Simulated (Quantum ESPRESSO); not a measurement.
**Nb under changes of volume**

One of the cells (18.428 Å³/atom); the others are scaled copies at fixed shape and fractional positions:

```xyz
1
Lattice="-1.6640 1.6640 1.6640 1.6640 -1.6640 1.6640 1.6640 1.6640 -1.6640" Properties=species:S:1:pos:R:3 pbc="T T T"
Nb    0.0000    0.0000    0.0000
```

- Program: Quantum ESPRESSO 7.5
- Functional: LDA
- Potentials or basis: GBRV 1.5 LDA
- Cutoff: 612 eV
- Density cutoff: 4898 eV
- k mesh: 11 × 11 × 11
- Occupations: fermi-dirac, width 0.05 eV
- Spin: no spin polarisation

```csv
volume (Å³/atom),energy over the lowest point (meV/atom),pressure (GPa)
17.322,0.00,-1.8
17.691,7.63,-5.5
18.060,23.25,-8.8
18.428,46.21,-11.9
18.797,76.07,-14.8
19.165,112.24,-17.3
19.534,?,?
```

Question: What does the run at 19.534 Å³/atom give?

Answer: Energy over the lowest point 154.12 meV/atom; pressure -19.6 GPa.

Worked out: A Birch-Murnaghan fit of order 3 (a polynomial in V^(-2/3)) to the other rows has its minimum at 17.18 Å³/atom, just outside them, with B0 = V·E''(V) = 178 GPa (rough, since the energies scatter). It gives 154.40 meV/atom at 19.534 Å³/atom, against the run's 154.12, and -dE/dV = -19.5 GPa, against -19.6.

Energies are extrapolated to zero smearing.
